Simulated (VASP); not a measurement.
**From an Ansatz input to VASP: Si (strained database structure)**

Ansatz input

```yaml
crystal:
  lattice:
    - [0.0, 2.7221197381, 2.702248264]
    - [2.7221197381, 0.0, 2.702248264]
    - [2.7221197381, 2.7221197381, 0.0]
  atoms:
    - { symbol: Si, position: [0.25, 0.25, 0.25] }
    - { symbol: Si, position: [0.0, 0.0, 0.0] }
kpoints:
  mp_grid: { grid: [8, 8, 8] }
  band_path:
    path:
      - [0.0, 0.0, 0.0]
      - [0.5, 0.0, 0.5]
      - [0.625, 0.25, 0.625]
      - [0.375, 0.375, 0.75]
      - [0.5, 0.5, 0.5]
      - [0.5, 0.25, 0.75]
      - [0.419271, 0.419271, 0.0]
    npoints: 1
hamiltonian:
  xc: pbe
scf:
  occupations: { method: fermi_dirac, width: 0.02 }
  n_extra_bands: 4
output:
  forces: true
  stress: true
  eigenvalues: true
  write_density: true
  write_potential: true
  elf: true
  volumetric_format: npy
```

Translate this input to VASP.



INCAR

```
GGA = PE
ISMEAR = -1
EDIFF = 1E-7
NSW = 0
LWAVE = .FALSE.
IBRION = -1
ENCUT = 520
NELM = 120
LASPH = .TRUE.
PREC = Accurate
ISIF = 2
LCHARG = .FALSE.
SIGMA = 0.02
NBANDS = 11
LREAL = .FALSE.
```

KPOINTS

```
KPOINTS created by Atomic Simulation Environment
0
Gamma
8 8 8
0 0 0
```

KPOINTS_OPT

```
special points
7
Reciprocal
0.0000000000 0.0000000000 0.0000000000 1
0.5000000000 0.0000000000 0.5000000000 1
0.6250000000 0.2500000000 0.6250000000 1
0.3750000000 0.3750000000 0.7500000000 1
0.5000000000 0.5000000000 0.5000000000 1
0.5000000000 0.2500000000 0.7500000000 1
0.4192710000 0.4192710000 0.0000000000 1
```

POSCAR

```
Si
 1.0000000000000000
     0.0000000000000000    2.7221197381000000    2.7022482640000001
     2.7221197381000000    0.0000000000000000    2.7022482640000001
     2.7221197381000000    2.7221197381000000    0.0000000000000000
 Si
   2
Cartesian
  1.3610598690500000  1.3610598690500000  1.3511241320000000
  0.0000000000000000  0.0000000000000000  0.0000000000000000
```

VASP ran with the recommended PBE PAW datasets (8 valence electrons in the cell). Other inputs would serve too.

```json
{"": "gap between bands v and c", "Ansatz": "0.49 eV", "VASP": "0.49 eV"}
{"": "least direct gap", "Ansatz": "2.51 eV", "VASP": "2.51 eV"}
{"": "pressure", "Ansatz": "2.0 GPa", "VASP": "1.9 GPa"}
```

Each program uses its own PAW datasets. VASP's cell holds 8 valence electrons and Ansatz's 8. Ansatz's stress includes a Pulay correction; VASP's doesn't.
